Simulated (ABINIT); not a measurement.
# Quasiparticle gap of AlAs (F-43m) in ABINIT, part 3 of 3

Aim: the G0W0 gap of AlAs (F-43m) on PBE, step by step.

ABINIT 10.8.3; PBE and many-body steps on it, plane waves. Known limits of the many-body steps: not at the basis limit; no spin-orbit coupling; coarse k mesh.

So far. Step 4 (Empty states on the mesh, 4×4×4 mesh, 1172 bands): On this mesh the gap is 1.436 eV. Step 5 (Screening, 4×4×4 mesh, 806 bands, screening to 466.9 eV): Local fields lower ε∞ by 11 %. On a Γ-centred mesh this coarse the value itself is usually too large, while a short band sum pulls it down.

## (6) Self-energy, 4×4×4 mesh, 806 bands, screening to 466.9 eV

The self-energy is evaluated for the states that the input lists, and the levels follow from it, in one-shot runs by the linearised quasiparticle equation.

This step: G0W0 on PBE, plane waves, norm-conserving pseudopotentials.

Contents of run.abi:

```
acell 3*1.0 Angstrom
rprim 
  0.000000000000 2.830400000000 2.830400000000
  2.830400000000 0.000000000000 2.830400000000
  2.830400000000 2.830400000000 -0.000000000000
ntypat 2
znucl 13 33
natom 2
typat 1 2
xred 
  0.000000000000 0.000000000000 0.000000000000
  0.250000000000 0.250000000000 0.250000000000
pp_dirpath "pseudos"
pseudos "Al.upf, As.upf"
ecut 44
ngkpt 4 4 4
nshiftk 1
shiftk 0 0 0
kptopt 1
chksymbreak 0
istwfk *1
occopt 1
irdwfk 1
optdriver 4
nband 806
gwcalctyp 0
ecutsigx 44
symsigma 1
nkptgw 3
kptgw 
  0.0000000000 0.0000000000 0.0000000000
  0.5000000000 0.5000000000 0.0000000000
  0.5000000000 0.0000000000 0.0000000000
bdgw 
  11 17
  12 15
  12 16
ecuteps 17.16
irdscr 1
ppmodel 1
indata_prefix "in"
outdata_prefix "out"
tmpdata_prefix "tmp"
```

On the command line:

```
$ OMP_NUM_THREADS=1 mpirun -n 4 abinit run.abi > log
```

Numbers of over 12 decimals in the logs are rounded to 6 here.

Output:

```text
.Version 10.8.3 of ABINIT. v10.8.2 released Aug 2026.

 Symmetries : space group F-4 3 m (#216); Bravais cF (face-center cubic)
[... echo of the input left out ...]
== DATASET  1 ==================================================================
-   mpi_nproc: 4, omp_nthreads: 1 (-1 if OMP is not activated)

--- !DatasetInfo
iteration_state: {dtset: 1, }
dimensions: {natom: 2, nkpt: 8, mband: 806, nsppol: 1, nspinor: 1, nspden: 1, mpw: 4314, }
cutoff_energies: {ecut:  44.0, pawecutdg:  -1.0, }
electrons: {nelect:   2.60000000E+01, charge:   0.00000000E+00, occopt:   1.00000000E+00, tsmear:   1.00000000E-02, }

 SIGMA: Calculation of the GW corrections

 Based on a program developped by R.W. Godby, V. Olevano, G. Onida, and L. Reining.
 Incorporated in ABINIT by V. Olevano, G.-M. Rignanese, and M. Torrent.
.Using double precision arithmetic ; gwpc =  8

[... cell and pseudopotentials left out ...]
--------------------------------------------------------------------------------

 ==== K-mesh for the wavefunctions ====
 Number of points in the irreducible wedge :     8
[... list of points left out ...]
 Together with 24 symmetry operations and time-reversal symmetry
 yields    64 points in the full Brillouin Zone.

 ==== Q-mesh for screening function ====
 Number of points in the irreducible wedge :     8
[... list of points left out ...]
 Together with 24 symmetry operations and time-reversal symmetry
 yields    64 points in the full Brillouin Zone.

 vcoul_init : cutoff-mode = AUXILIARY_FUNCTION
 q-points for optical limit:   1
     1)      0.000010    0.000020    0.000030
 setmesh: FFT mesh size selected  =    45x   45x   45
          total number of points  =        91125

 Number of electrons calculated from density =   26.0000; Expected =   26.0000
 average of density, n =  0.084958
 r_s =    1.4111
 omega_plasma =   28.1162 [eV]

 === KS Band Gaps ===
  >>>> For spin  1
   Minimum direct gap =   2.0442 [eV], located at k-point      :   0.0000  0.0000  0.0000
   Fundamental gap    =   1.4358 [eV], Top of valence bands at :   0.0000  0.0000  0.0000
                                       Bottom of conduction at :   0.5000  0.5000  0.0000
 SIGMA fundamental parameters:
 PLASMON POLE MODEL  1
 number of plane-waves for SigmaX                 4279
 number of plane-waves for SigmaC and W           1037
 number of plane-waves for wavefunctions          4279
 number of bands                                   806
 number of independent spin polarizations            1
 number of spinorial components                      1
 number of k-points in IBZ                           8
 number of q-points in IBZ                           8
 number of symmetry operations                      24
 number of k-points in BZ                           64
 number of q-points in BZ                           64
 number of frequencies for dSigma/dE                 9
 frequency step for dSigma/dE [eV]                0.25
 number of omega for Sigma on real axis              0
 max omega for Sigma on real axis  [eV]           0.00
 zcut for avoiding poles [eV]                     0.10

 EPSILON^-1 parameters (SCR file):
 dimension of the eps^-1 matrix on file           1037
 dimension of the eps^-1 matrix used              1037
 number of plane-waves for wavefunctions          4279
 number of bands                                   806
 number of q-points in IBZ                           8
 number of frequencies                               2
 number of real frequencies                          1
 number of imag frequencies                          1

 matrix elements of self-energy operator (all in [eV])

 Perturbative Calculation

--- !SelfEnergy_ee
iteration_state: {dtset: 1, }
kpoint     : [   0.000,    0.000,    0.000, ]
spin       : 1
KS_gap     :    2.044
QP_gap     :    2.809
Delta_QP_KS:    0.765
data: !SigmaeeData |
     Band     E0 <VxcDFT>   SigX SigC(E0)      Z dSigC/dE  Sig(E)    E-E0       E
       11   4.434 -13.057 -14.997   0.895   0.785  -0.274 -13.878  -0.821   3.613
       12   4.434 -13.057 -14.997   0.895   0.785  -0.274 -13.878  -0.821   3.613
       13   4.434 -13.057 -14.997   0.895   0.785  -0.274 -13.878  -0.821   3.613
       14   6.478 -11.857  -7.665  -4.263   0.793  -0.261 -11.913  -0.056   6.422
       15   8.727  -9.563  -5.073  -4.515   0.787  -0.271  -9.583  -0.019   8.708
       16   8.727  -9.563  -5.073  -4.515   0.787  -0.271  -9.583  -0.019   8.708
       17   8.727  -9.563  -5.073  -4.515   0.787  -0.271  -9.583  -0.019   8.708

--- !SelfEnergy_ee
iteration_state: {dtset: 1, }
kpoint     : [   0.500,    0.500,    0.000, ]
spin       : 1
KS_gap     :    3.609
QP_gap     :    4.398
Delta_QP_KS:    0.789
data: !SigmaeeData |
     Band     E0 <VxcDFT>   SigX SigC(E0)      Z dSigC/dE  Sig(E)    E-E0       E
       12   2.260 -11.610 -14.419   1.575   0.773  -0.294 -12.564  -0.953   1.307
       13   2.260 -11.610 -14.419   1.575   0.773  -0.294 -12.564  -0.953   1.307
       14   5.870  -8.423  -4.736  -3.892   0.803  -0.245  -8.587  -0.165   5.705
       15   6.735  -9.140  -5.244  -3.956   0.800  -0.250  -9.189  -0.049   6.686

--- !SelfEnergy_ee
iteration_state: {dtset: 1, }
kpoint     : [   0.500,    0.000,    0.000, ]
spin       : 1
KS_gap     :    2.966
QP_gap     :    3.787
Delta_QP_KS:    0.821
data: !SigmaeeData |
     Band     E0 <VxcDFT>   SigX SigC(E0)      Z dSigC/dE  Sig(E)    E-E0       E
       12   3.608 -12.497 -14.766   1.142   0.780  -0.281 -13.376  -0.880   2.729
       13   3.608 -12.497 -14.766   1.142   0.780  -0.281 -13.376  -0.880   2.729
       14   6.575 -10.258  -6.228  -4.103   0.795  -0.257 -10.317  -0.059   6.516
       15   9.120  -9.293  -4.710  -4.567   0.790  -0.266  -9.281   0.012   9.132
       16   9.120  -9.293  -4.710  -4.567   0.790  -0.266  -9.281   0.012   9.132

== END DATASET(S) ==============================================================
================================================================================

 -outvars: echo values of variables after computation  --------
           etotal      0.0000000000E+00
            nband         806
             nkpt           8
          spgroup         216
 [... the other variables as echoed above ...]

 Calculation completed.
```

The job ended after 29 min (4 MPI ranks of Arm Neoverse V1, shared host; peak memory 9.3 GiB; 1.9 h of CPU time).

This step gave:

* G0W0 gap on the points computed: 2.092 eV
* starting gap on the mesh: 1.436 eV
* k of the valence top: 0, 0, 0
* k of the conduction bottom: 0.5, 0.5, 0
* Z at the valence top: 0.785
* Z at the conduction bottom: 0.803
* least direct G0W0 gap on the computed points: 2.809 eV

The gap on the mesh goes from 1.44 eV to 2.09 eV, a correction of +0.66 eV.

Limits: finite bands, cutoff and mesh; no spin-orbit coupling; coarse k mesh. v1 is the top filled band, c1 the lowest empty one. The levels before and after the correction (eV, zero at the valence-band top of each column):

```tsv
	conduction bottom	valence top
Kohn-Sham	1.44	0.00
G0W0	2.09	0.00
```

```tsv
	level	energy (eV)
Kohn-Sham	Γ v3-v1	0.000
Kohn-Sham	Γ c1	2.044
Kohn-Sham	Γ c2-c4	4.293
Kohn-Sham	(0.5 0.5 0) v2-v1	-2.173
Kohn-Sham	(0.5 0.5 0) c1	1.436
Kohn-Sham	(0.5 0.5 0) c2	2.301
G0W0	Γ v3-v1	0.000
G0W0	Γ c1	2.809
G0W0	Γ c2-c4	5.095
G0W0	(0.5 0.5 0) v2-v1	-2.306
G0W0	(0.5 0.5 0) c1	2.092
G0W0	(0.5 0.5 0) c2	3.073
```

## (7) Where the time went

Times are wall times on 4 MPI ranks of Arm Neoverse V1, shared host, good to a factor of about two.

```tsv
step	time	share	memory (GiB)
ground state	14 s	0 %	0.39
bands along the symmetry lines	20 s	1 %	0.35
empty states on the mesh	2.1 min	3 %	4.4
screening	34 min	52 %	7.8
self-energy	29 min	44 %	9.3
```

## (8) What came out

```json
{
 "PBE gap": "1.44 eV, indirect",
 "G0W0 gap on the mesh": "2.09 eV",
 "GW settings": "4×4×4 mesh, 806 bands, screening to 466.9 eV, Godby-Needs plasmon pole",
 "known limits": "not at the basis limit; no spin-orbit coupling; coarse k mesh"
}
```

In words: G0W0 moves the gap on the mesh from 1.44 eV to 2.09 eV (+0.66 eV), with Z of 0.79 and 0.80 at the edges. Local fields lower the RPA ε∞ on this mesh from 15.97 to 14.23; a Γ-centred mesh this coarse tends to raise both, most where the direct gap is narrow, while a short band sum lowers them. Only 3 of the mesh's irreducible points were corrected, so a valley elsewhere could overtake. Against experiment, by G0W0@PBE: the direct gap of 2.81 eV lies −0.21 eV from the measured 3.018 eV (direct, 300 K, quoted 2023). An exciton line or allowed optical edge lies below the quasiparticle gap by the binding energy; a forbidden edge can push the onset above it. The calculation has static nuclei and no excitons; a measured gap holds zero-point and thermal motion, which mostly lowers it. Bands and cutoff are finite, so the gap is not at the basis limit. The miss can reach some tenths of an eV and take either sign; the mesh is an error of its own. In the G0W0 run levels were corrected at 3 k points alone, so a gap called «on the mesh» is the least over those, and an edge elsewhere would be missed. The 4×4×4 mesh is coarse for this cell, which bears on the long-range parts of exchange and screening. The many-body steps are scalar-relativistic: spin-orbit coupling is not in them.

[Paths, hosts, dates, memory and timing lines, banners, echoed tables and standing remarks are left out of the program output.]

[Logs are printed without paths, hosts, clocks, repeated set-up lines and the standing remarks that a program may print on its own settings, such as how far it seeks lower states.]

[Runs of the session that timed out or met a known fault of the program may be left out.]

[Hosts, paths, dates, database ids (printed as entryN), source tags and the programs' standing remarks are cut or masked in the printed files.]

[G0W0 gaps are taken among the corrected bands and points alone; a level outside them can change the order at an edge.]

[Where Ansatz stands beside ABINIT at settings called matched, ABINIT's density can come from a denser mesh and the files from another edition; pairs whose starting gaps differed by over 0.03 eV were left out, so agreement reads better than it is.]
